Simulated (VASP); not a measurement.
## BaS (distorted rocksalt): one LDA single-point calculation in two programs

```xyz
2
Lattice="-0.0688 3.2197 3.1431 3.1562 0.0136 3.0607 3.1921 3.1732 -0.0223" Properties=species:S:1:pos:R:3 pbc="T T T"
Ba    3.0866    3.2225    6.1760
S     3.1346    3.1659    3.0479
```

Each program uses its own PAW datasets. VASP's cell holds 16 valence electrons and Ansatz's 16. LDA means the Perdew–Zunger form with relativistic exchange in VASP and the Perdew–Wang form in Ansatz. Ansatz's stress includes a Pulay correction; VASP's doesn't.

Cutoffs: 520 eV in VASP, 420 eV in Ansatz. k meshes: 6×6×6 and 6×6×6.

```tsv
	VASP	Ansatz
gap between bands v and c on the k mesh	1.76 eV	1.87 eV
least direct gap on the k mesh	1.89 eV	1.97 eV
pressure	-0.8 GPa	-1.5 GPa
largest force	0.07 eV/Å	0.06 eV/Å
```

Forces (eV/Å), VASP:

| atom | Fx | Fy | Fz |
| --- | --- | --- | --- |
| Ba | -0.006 | -0.048 | -0.045 |
| S | 0.006 | 0.048 | 0.045 |

Ansatz:

| atom | Fx | Fy | Fz |
| --- | --- | --- | --- |
| Ba | -0.005 | -0.043 | -0.041 |
| S | 0.005 | 0.043 | 0.041 |
